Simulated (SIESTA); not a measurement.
## CsSnBr3 under changes of volume

One of the cells (39.815 Å³/atom); the others are scaled copies at fixed shape and fractional positions:

```
CELL_PARAMETERS angstrom
5.83901 0.00000 0.00000
0.00000 5.83901 0.00000
0.00000 0.00000 5.83901
ATOMIC_POSITIONS crystal
Cs 0.00000 0.00000 0.00000
Sn 0.50000 0.50000 0.50000
Br 0.00000 0.50000 0.50000
Br 0.50000 0.50000 0.00000
Br 0.50000 0.00000 0.50000
```

The cell is a database's computed one.

```yaml
Program: SIESTA 5.4.2
Functional: PBE
Potentials_or_basis: SG15 1.2 (PBE files) or PseudoDojo by element
Basis: DZP (energy shift 0.002 Ry; d shell added on Cs)
Grid_cutoff: 500 Ry
Energy_shift: 0.002 Ry
k_mesh: 5 × 5 × 5
Occupations: fermi-dirac, width 0.05 eV
Spin: no spin polarisation
```

| volume (Å³/atom) | energy over the lowest point (meV/atom) | pressure (GPa) | gap on the mesh (eV) |
| --- | --- | --- | --- |
| 37.426 | 28.11 | 2.5 | 1.81 |
| 38.222 | 17.05 | 1.9 | 1.84 |
| 39.019 | 8.94 | 1.3 | 1.87 |
| 39.815 | 3.61 | 0.8 | 1.90 |
| 40.611 | 0.73 | 0.4 | 1.93 |
| 41.408 | 0.00 | -0.1 | 1.96 |
| 42.204 | ? | ? | ? |

Question: What does the run at 42.204 Å³/atom give?

Answer: Energy over the lowest point 1.31 meV/atom; pressure -0.4 GPa; gap on the mesh 1.99 eV.

Worked out: A Birch-Murnaghan fit of order 3 (a polynomial in V^(-2/3)) to the other rows has its minimum at 41.28 Å³/atom with B0 = V·E''(V) = 21 GPa and B' = 4.5. It gives 1.28 meV/atom at 42.204 Å³/atom, against the run's 1.31, and -dE/dV = -0.4 GPa, against -0.4. A straight line through the other rows of the gap, of slope 1.48 eV per unit of ln V (its deformation potential), extrapolates to 1.99 eV, against the run's 1.99.

Energies are extrapolated to zero smearing.

Caveats: semicore shells carry a single zeta, which can move pressures by several GPa and volumes by a few percent; spin-orbit coupling is left out, which moves the levels of the heavy elements; an odd mesh through Γ misses points on the zone boundary, where band edges often lie; the basis of atomic orbitals isn't converged, which shifts pressures, moduli and gaps.
